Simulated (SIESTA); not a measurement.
Runs of SIESTA 5.4.2 on Mg. It takes space group Im-3m (No. 229, cubic). Conventional cell: a = 3.546 Å, b = 3.546 Å, c = 3.546 Å, α = 90.00°, β = 90.00°, γ = 90.00°. Mg (site symmetry m-3m) is surrounded by 8 Mg at 3.07 Å. This isn't the form of Mg at room conditions, which is hcp.

```tsv
task	level	potentials or basis	spin	cell	k mesh	optimiser	force tolerance	broadening (eV)	window from (eV)	window to (eV)	energy shift	other keys	gap on the mesh (eV)	pressure (GPa)	moment (μB)
relaxation of cell and atoms	PBEsol	PseudoDojo 0.4 standard (PBEsol files), DZP (energy shift 0.002 Ry)	off	relaxed	11 × 11 × 11	CG	0.01 eV/Å	-	-	-	0.002 Ry	-	none	0.0	-
atomic charges	LDA	PseudoDojo 0.4 standard (PBE files, fully relativistic), DZP (energy shift 0.005 Ry)	non-collinear, ferromagnetic start, SOC	as given	8 × 8 × 8	-	-	-	-	-	0.005 Ry	-	none	1.6	0.00
density of states	PBEGcGxLO	SPMS 1.0 NC or PseudoDojo by element (PBE files), DZDP (energy shift 0.002 Ry)	off	as given	11 × 11 × 11	-	-	0.2 eV	-10 eV	5 eV	0.002 Ry	-	none	4.0	-
single point	LDA	PseudoDojo 0.4 standard (LDA files), TZP (energy shift 0.02 Ry)	collinear, ferromagnetic start	as given	11 × 11 × 11	-	-	-	-	-	0.02 Ry	-	none	-5.1	0.00
atomic charges	PBEsol	PseudoDojo 0.4 standard (PBEsol files), DZP (energy shift 0.01 Ry)	off	volume scaled by 0.96	11 × 11 × 11	-	-	-	-	-	0.01 Ry	-	none	(a)	-
band structure	PBEJsJrLO	PseudoDojo 0.4 stringent (PBE files), TZDP (energy shift 0.02 Ry)	off	volume scaled by 0.96	11 × 11 × 11	-	-	-	-	-	0.02 Ry	-	none	(b)	-
```

Alike in all rows: smearing fermi-dirac 0.05 eV; grid cutoff 800 Ry.

Task: Fill in the values left out.

Result: (a) 3.7; (b) -0.7.

Caveats: semicore shells carry a single zeta, which can move pressures by several GPa and volumes by a few percent; the basis of atomic orbitals isn't converged, which shifts pressures, moduli and gaps; the potentials were made for another functional, which shifts forces and pressure (some runs).

A gap of «none» marks a metal or a gap under the smearing width.

Runs at the PBE level aren't shown here.
